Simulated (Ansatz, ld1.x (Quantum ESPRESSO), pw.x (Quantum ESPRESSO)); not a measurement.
# gold: does the ultrasoft potential hold in the solid?

- Element: Au
- Generator: ld1.x (Quantum ESPRESSO) 7.5
- Type: ultrasoft
- Functional: PBE
- Relativity: scalar-relativistic
- Frozen core: [Xe] 4f14
- Valence charge: 11
- Reference configuration: 5d10 6s1 6p0
- Partial waves: 6s (bound): rcut 1.90, rcutus 2.20 bohr; 6s channel at 1.1 Ry: rcut 1.90, rcutus 2.20 bohr; 6p (bound, empty): rcut 3.45, rcutus 3.70 bohr; 6p channel at 0.95 Ry: rcut 3.45, rcutus 3.70 bohr; 5d (bound): rcut 1.50, rcutus 1.80 bohr; 5d channel at 0.9 Ry: rcut 1.50, rcutus 1.80 bohr
- Local potential: all-electron potential smoothed inside 3.70 bohr (lloc = -1)
- Core correction: none
- Augmentation charge: PSQ, inside the norm-conserving radii

Crystal test: bcc Au in pw.x 7.5, no spin, 14³ k-points, Fermi–Dirac smearing 0.01 Ry, cutoffs 70/560 Ry. The reference is all-electron LAPW (Ansatz 0.2.0) with the same functional, mesh and smearing; V0 and B0 come from Birch–Murnaghan fits to the pressures at five volumes. Errors are pseudo minus all-electron; Δ is the rms difference of the E(V) curves that follow from these fits, minima aligned, over ±6 % about the mean V0. Mesh and smearing are coarse, so the numbers serve the comparison and aren't converged zero-temperature values; the lattice is a test structure that the element need not adopt.

```tsv
V (Å³/atom)	P all-electron (GPa)	P pseudo (GPa)
17.106	8.24	22.75
17.556	3.80	16.12
18.006	0.07	10.57
18.456	-3.07	5.84
18.906	-5.69	1.89
```

All-electron: a0 = 3.303 Å (V0 = 18.01 Å³/atom), B0 = 136.2 GPa.

Pseudopotential: mean pressure error (GPa): +10.76. The pressure does not cross zero within the volumes sampled, so no fit is given. The largest radius (3.70 bohr) exceeds half the bond length (2.70 bohr), so the spheres overlap, which is one possible source of error among others. This is a poor potential for the solid. Atomic configuration tests: test run stopped at test 1 of 7 (negative rho).

**Question.** At the middle volume, how do free energy and pressure move when the wave cutoff is lowered (ecutrho held at 560 Ry)?

**Answer.**

| cutoff (Ry) | shift of F (meV/atom) | shift of P (GPa) |
| --- | --- | --- |
| 32 | +155.1 | -9.61 |
| 42 | +67.3 | -1.03 |
| 56 | +4.4 | -0.44 |

The run at the middle volume (104 k-points, 13 iterations) took about 28 s on one core of a shared host (Intel(R) Xeon(R) Platinum 8488C, 192 threads, 744 GiB, load 34).
